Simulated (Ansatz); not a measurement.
## HfN: relaxation step by step

A trial structure of HfN was built thus: random cell by space group and Wyckoff sites (Pm-3m, No. 221). The dimensions are guesses.

```cif
data_structure
_symmetry_space_group_name_H-M 'P 1'
_symmetry_Int_Tables_number 1
_cell_length_a 3.1216
_cell_length_b 3.1216
_cell_length_c 3.1216
_cell_angle_alpha 90.000
_cell_angle_beta 90.000
_cell_angle_gamma 90.000
_cell_volume 30.42
loop_
_atom_site_label
_atom_site_type_symbol
_atom_site_fract_x
_atom_site_fract_y
_atom_site_fract_z
_atom_site_occupancy
Hf1 Hf 0.00000 0.00000 0.00000 1
N1 N 0.50000 0.50000 0.50000 1
```

All numbers below come from DFT PBE, scalar-relativistic, plane waves, PAW in Ansatz 0.2.0. Cutoff 420 eV, Gaussian smearing, Γ-centred meshes. Cell and atoms relax first on a coarse mesh and then on a finer one. In between, the cell is made exact in the group found at 0.06 Å. In metals the finer mesh still leaves noise of several meV/atom or more. The steps can't lower the symmetry of their start. No spin polarisation.

Steps on the 6×6×6 mesh (2 atoms, 8 steps). The free energy counts from the last step; the plane-wave basis is renewed at times, which shifts energy and pressure.

```csv
step,ΔF (meV/atom),V (Å³/atom),P (GPa)
1,577.7,15.21,-36.37
2,155.8,13.09,-24.57
3,-1.7,11.18,3.07
4,-2.4,11.36,-0.75
5,-2.6,11.33,-0.02
6,0.1,11.33,-0.50
7,0.0,11.30,0.01
8,0.0,11.30,0.00
```

The relaxed structure, after a last relaxation on the converged mesh:

```
CELL_PARAMETERS angstrom
2.82503 0.00000 0.00000
0.00000 2.82503 0.00000
0.00000 0.00000 2.82503
ATOMIC_POSITIONS crystal
Hf 0.00000 0.00000 0.00000
N 0.50000 0.50000 0.50000
```

The symmetry stays Pm-3m (No. 221). The end has the caesium chloride type. The volume per atom shrinks by 25.9 %, from 15.2 to 11.3 Å³. The shortest distance goes from 2.70 Å (Hf–N) to 2.45 Å (Hf–N). The energy falls by about 0.59 eV/atom (the start's value is from the coarse mesh). Hf is surrounded by 8 N at 2.45 Å and 6 Hf at 2.83 Å; N has 8 Hf at 2.45 Å and 6 N at 2.83 Å.

```
Volume per atom                             : 11.27 Å³
Density                                     : 14.18 g/cm³
Formation energy                            : −0.67 eV/atom
Gap on the 20×20×20 mesh of the 2-atom cell : 0 eV (a metal)
```

The zero of energy is the elements' standard structures at the same level (N₂ as a molecule); no fitted shifts are applied.

The last run used Gaussian smearing of 0.10 eV. Spin–orbit coupling, which can matter for Hf, is left out. The cell is a metal run without spin; a magnetic state may lie lower. Symmetry constrained the relaxation, so the result can be a saddle point. In all, the 3 runs took 22 s on 1 thread of Intel(R) Xeon(R) 6975P-C (Granite Rapids), with other jobs on the host. Another cell of HfN relaxed alike, in P6_3/mmc, lies 0.97 eV/atom lower, so this cell isn't the stable form at this level.
